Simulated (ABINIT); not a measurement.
The system is Al2Au.

```
Au Al
1.0
     0.00000    3.00000    3.00000
     3.00000    0.00000    3.00000
     3.00000    3.00000    0.00000
Au Al
1 2
Direct
  0.00000 0.00000 0.00000
  0.75000 0.75000 0.75000
  0.25000 0.25000 0.25000
```

* Program: ABINIT 10.8.3 (patched build)
* Task: relaxation of cell and atoms
* Functional: PBE
* Potentials or basis: JTH PAW PBE v2.0
* Cutoff: 544 eV
* k mesh: 6 × 6 × 6
* Occupations: fermi-dirac, width 0.05 eV
* Spin: no spin polarisation

At the start: pressure 3.3 GPa; volume 18.00 Å³/atom.

Question: Where does the relaxation end?

Answer: Over 4 steps the energy falls by 5.5 meV/atom and the volume is 18.54 Å³/atom (+3.0 %); space group Fm-3m (No. 225, to 0.05 Å).

The path:
```tsv
step	energy change (eV)	largest force (eV/Å)	pressure (GPa)	volume (Å³)
1	0.0000	0.0000	3.32	54.00
2	-0.0094	0.0000	2.14	54.55
3	-0.0164	0.0000	0.10	55.58
4	-0.0164	0.0000	0.00	55.63
```

Final structure:
```cif
data_structure
_symmetry_space_group_name_H-M 'P 1'
_symmetry_Int_Tables_number 1
_cell_length_a 4.2849
_cell_length_b 4.2849
_cell_length_c 4.2849
_cell_angle_alpha 60.000
_cell_angle_beta 60.000
_cell_angle_gamma 60.000
_cell_volume 55.63
loop_
_atom_site_label
_atom_site_type_symbol
_atom_site_fract_x
_atom_site_fract_y
_atom_site_fract_z
_atom_site_occupancy
Au1 Au 0.00000 0.00000 0.00000 1
Al1 Al 0.75000 0.75000 0.75000 1
Al2 Al 0.25000 0.25000 0.25000 1
```
